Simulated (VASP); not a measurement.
Computed with r2SCAN meta-GGA, VASP's PBE PAW potentials (set 64) (plane waves; VASP).

VASP input:

**KPOINTS**
```
Automatic mesh
0
Gamma
6 6 6
0 0 0
```

File POSCAR:
```
CsI
4.6119010
  1.0000000879   0.0000000000   0.0000000000
  0.0000000000   1.0000000879   0.0000000000
  0.0000000000   0.0000000000   1.0000000879
Cs I
1 1
Cartesian
  0.0000000000   0.0000000000   0.0000000000
  0.5000000440   0.5000000440   0.5000000440
```

INCAR:
```
ALGO=Normal
EDIFF=1E-7
ENCUT=480
ISIF=2
ISMEAR=0
LASPH=T
LCHARG=F
LMAXMIX=4
LMIXTAU=T
LREAL=F
LWAVE=F
METAGGA=R2SCAN
NELM=100
PREC=Accurate
SIGMA=0.05
SYSTEM=CsI
```

POTCAR, in this order: Cs_sv I (PBE.64 set). Program: vasp_std.

Output

**OSZICAR**
```
       N       E                     dE             d eps       ncg     rms          rms(c)
DAV:   1     0.392938061324E+02    0.39294E+02   -0.58967E+03   480   0.104E+03
DAV:   2    -0.488650217509E+02   -0.88159E+02   -0.82232E+02   692   0.163E+02
DAV:   3    -0.562002439829E+02   -0.73352E+01   -0.73066E+01   596   0.547E+01
DAV:   4    -0.562979580269E+02   -0.97714E-01   -0.97688E-01   568   0.773E+00
DAV:   5    -0.562991774230E+02   -0.12194E-02   -0.12194E-02   592   0.873E-01    0.207E+00
DAV:   6    -0.537833481259E+02    0.25158E+01   -0.42674E-01   512   0.553E+00    0.201E+00
DAV:   7    -0.526026904023E+02    0.11807E+01   -0.44174E-01   484   0.491E+00    0.720E-01
DAV:   8    -0.530871947078E+02   -0.48450E+00   -0.28053E-01   480   0.567E+00    0.382E-01
DAV:   9    -0.529859703016E+02    0.10122E+00   -0.20525E-01   480   0.447E+00    0.273E-01
DAV:  10    -0.530104535964E+02   -0.24483E-01   -0.19834E-01   480   0.472E+00    0.324E-01
DAV:  11    -0.530776885933E+02   -0.67235E-01   -0.22505E-02   484   0.181E+00    0.150E-01
DAV:  12    -0.531200320471E+02   -0.42343E-01   -0.51213E-02   480   0.307E+00    0.128E-01
DAV:  13    -0.531191656817E+02    0.86637E-03   -0.61507E-04   588   0.255E-01    0.904E-02
DAV:  14    -0.531238843006E+02   -0.47186E-02   -0.87225E-03   480   0.105E+00    0.362E-02
DAV:  15    -0.531243362036E+02   -0.45190E-03   -0.30612E-04   544   0.199E-01    0.144E-02
DAV:  16    -0.531249853321E+02   -0.64913E-03   -0.30435E-04   496   0.227E-01    0.860E-03
DAV:  17    -0.531250733949E+02   -0.88063E-04   -0.48080E-05   548   0.887E-02    0.423E-03
DAV:  18    -0.531251002980E+02   -0.26903E-04   -0.14368E-05   508   0.442E-02    0.264E-03
DAV:  19    -0.531251010736E+02   -0.77562E-06   -0.10642E-06   600   0.109E-02    0.169E-03
DAV:  20    -0.531251008640E+02    0.20963E-06   -0.24538E-07   512   0.479E-03    0.847E-04
DAV:  21    -0.531251010934E+02   -0.22935E-06   -0.31505E-07   520   0.564E-03    0.926E-04
DAV:  22    -0.531251011458E+02   -0.52468E-07   -0.32078E-08   304   0.191E-03
   1 F= -.53125101E+02 E0= -.53125101E+02  d E =-.197207E-16
```

**OUTCAR**
```
------------------------ aborting loop because EDIFF is reached ----------------------------------------
  FORCE on cell =-STRESS in cart. coord.  units (eV):
  Direction    XX          YY          ZZ          XY          YZ          ZX
  --------------------------------------------------------------------------------------
  Total        0.0116012      0.0116012      0.0116012     -0.0000000      0.0000000     -0.0000000
  in kB        0.1894843      0.1894843      0.1894843     -0.0000000      0.0000000     -0.0000000
  external PRESSURE =       0.1894843 kB  Pullay stress =       0.0000000 kB
  volume of cell :       98.09
      direct lattice vectors                 reciprocal lattice vectors
     4.611901406  0.000000000  0.000000000     0.216830308  0.000000000  0.000000000
     0.000000000  4.611901406  0.000000000     0.000000000  0.216830308  0.000000000
     0.000000000  0.000000000  4.611901406     0.000000000  0.000000000  0.216830308
 POSITION                                       TOTAL-FORCE (eV/Angst)
 -----------------------------------------------------------------------------------
      0.00000      0.00000      0.00000         0.000000      0.000000      0.000000
      2.30595      2.30595      2.30595         0.000000      0.000000      0.000000
 -----------------------------------------------------------------------------------
    total drift:                               -0.000000      0.000000      0.000000
  FREE ENERGIE OF THE ION-ELECTRON SYSTEM (eV)
  ---------------------------------------------------
  free  energy   TOTEN  =       -53.1251011458 eV

  energy  without entropy=      -53.1251011458  energy(sigma->0) =      -53.12510115
```
(Selected blocks of OUTCAR.)

The compound is CsI in the CsCl type structure. It was relaxed first.
